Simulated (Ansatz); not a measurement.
# Sodium, omega (AlB2-type) under RPBE: from relaxation to bulk modulus

The plan for sodium in the omega (AlB2-type) structure: relax it, solve it on a dense k-mesh, then scale the cell to 7 volumes from 88 to 112 % of the relaxed one and try a fit of the equation of state. Spin polarisation is left out. The k-meshes are 6×6×9 for the relaxation; 8×8×11 for the dense run; 7×7×10 for the volumes.

Computed with Ansatz 0.2.0 (DFT RPBE, plane waves (420 eV) with PAW, scalar-relativistic; PBE-made PAW files, unless a step says otherwise).

### 1 The structure to begin with

It takes space group P6/mmm (No. 191, hexagonal). Conventional cell: a = 5.973 Å, b = 5.973 Å, c = 3.661 Å, α = 90.00°, β = 90.00°, γ = 120.00°. Na (site symmetry 6/mmm) has 14 Na at 3.66 to 3.90 Å as nearest neighbours. Na (site symmetry -6m2) is surrounded by 11 Na at 3.45 to 3.90 Å.

Coordinates:

```cif
data_structure
_symmetry_space_group_name_H-M 'P6/mmm'
_symmetry_Int_Tables_number 191
_cell_length_a 5.9730
_cell_length_b 5.9730
_cell_length_c 3.6615
_cell_angle_alpha 90.000
_cell_angle_beta 90.000
_cell_angle_gamma 120.000
_cell_volume 113.13
loop_
_atom_site_label
_atom_site_type_symbol
_atom_site_symmetry_multiplicity
_atom_site_Wyckoff_symbol
_atom_site_fract_x
_atom_site_fract_y
_atom_site_fract_z
_atom_site_occupancy
Na1 Na 1 a 0.00000 0.00000 0.00000 1
Na2 Na 2 d 0.33333 0.66667 0.50000 1
```

### 2 Relaxation of the cell

File input.yaml:

```yaml
crystal:
  lattice:
    - [5.9730126002, 0.0, 0.0]
    - [-2.9865063001, 5.1727806489, 0.0]
    - [0.0, 0.0, 3.6614567239]
  atoms:
    - { symbol: Na, position: [0.0, 0.0, 0.0] }
    - { symbol: Na, position: [0.3333333333, 0.6666666667, 0.5] }
    - { symbol: Na, position: [0.6666666667, 0.3333333333, 0.5] }
hamiltonian:
  xc: rpbe
  pseudopotentials:
    kind: paw
    azcp:
      Na: "pseudopotentials/Na.paw.azcp"
basis:
  ecutwfc: 420
  fft_grid_basis: typed
kpoints:
  mp_grid: { grid: [6, 6, 9], shift: [0, 0, 0] }
magnetization:
  spin_polarized: false
scf:
  occupations: { method: fermi_dirac, width: 0.1 }
relax:
  max_steps: 60
  f_tol: 0.01
  cell: {}
```

The runs that follow: Single point on a dense mesh; At 88 % of the relaxed volume; At 92 % of the relaxed volume; At 96 % of the relaxed volume; At 100 % of the relaxed volume; At 104 % of the relaxed volume; At 108 % of the relaxed volume; At 112 % of the relaxed volume.

Before running it: what results should come out? Wanted: space group; conventional cell; volume; shortest distance; gap on the mesh; relative to bcc; V₀, B₀, B₀′.

**Answer**, as computed:

| quantity | value |
| --- | --- |
| space group (spins left aside) | P6/mmm (No. 191) |
| conventional cell | a = 6.145 Å, c = 3.645 Å (c/a = 0.593) |
| volume | 39.736 Å³/atom |
| shortest distance | 3.548 Å |
| gap on the mesh | none (levels filled in part) |
| relative to bcc | +10 meV/atom |
| V₀, B₀, B₀′ | 39.756 Å³/atom, 6.9 GPa, 3.7 |

What this shows: The relaxation enlarged the cell by 5.4 % in volume. Against the reference form of sodium (bcc, computed apart with the same settings) it stands 10 meV/atom higher. Levels at the Fermi energy are filled in part, as in a metal. The fitted modulus is 6.9 GPa, a soft solid; letting shape and positions relax at each volume could only lower it. Relaxation kept the symmetry; phonons were not checked.
